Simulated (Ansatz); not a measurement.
# HfO2 (P4_2/nmc), a sublattice moved along a line

All numbers below come from DFT PBE, scalar-relativistic, plane waves, PAW (Ansatz). The runs took a 420 eV cutoff, a Γ-centred 6×6×4 mesh and Gaussian smearing (0.05 eV). Spin–orbit coupling is left out, which matters for the heavy elements here. No spin polarisation. Energies are free energies at this smearing, counted from the undisturbed cell; pressure is positive in compression.

The starting cell (relaxed at this level; this form isn't the usual structure):

```
Hf O
1.0
     3.60430    0.00000    0.00000
     0.00000    3.60430    0.00000
     0.00000    0.00000    5.26397
Hf O
2 4
Direct
  0.50000 0.50000 0.50000
  0.00000 0.00000 0.00000
  0.00000 0.50000 0.69325
  0.50000 0.00000 0.80675
  0.50000 0.00000 0.30675
  0.00000 0.50000 0.19325
```

Every O atom is moved by x along the Cartesian unit vector (0.000, -0.745, 0.667); the cell and all other atoms stay fixed.

| x (Å) | ΔE (meV/cell) | force along x on the moved atoms (eV/Å) | pressure (GPa) | gap on the mesh (eV) |
| --- | --- | --- | --- | --- |
| -0.1000 | 92.6 | 1.88 | 1.1 | 4.69 |
| -0.0500 | 22.9 | ? | ? | 4.68 |
| 0.0000 | 0.0 | 0.00 | 0.0 | 4.67 |
| 0.0125 | 1.4 | -0.23 | 0.0 | 4.67 |
| 0.0250 | 5.7 | -0.46 | 0.1 | 4.67 |
| 0.0375 | 12.8 | -0.69 | 0.2 | 4.67 |
| 0.0625 | 35.8 | ? | 0.5 | ? |
| 0.0750 | 51.7 | -1.39 | 0.6 | 4.68 |
| 0.0875 | 70.6 | -1.63 | 0.9 | 4.69 |

By symmetry 0.1000 repeats -0.1000, -0.0750 repeats 0.0750, 0.0500 repeats -0.0500, -0.0250 repeats 0.0250 in energy; the slope of the energy along the path changes sign there.

Give the withheld values.

force along x on the moved atoms (eV/Å) at x (Å) = -0.0500: 0.92; pressure (GPa) at x (Å) = -0.0500: 0.3; force along x on the moved atoms (eV/Å) at x (Å) = 0.0625: -1.15; gap on the mesh (eV) at x (Å) = 0.0625: 4.68.

Cost: 9 runs of about 1.8 core-minutes in all, on Arm Neoverse V2 (shared hosts).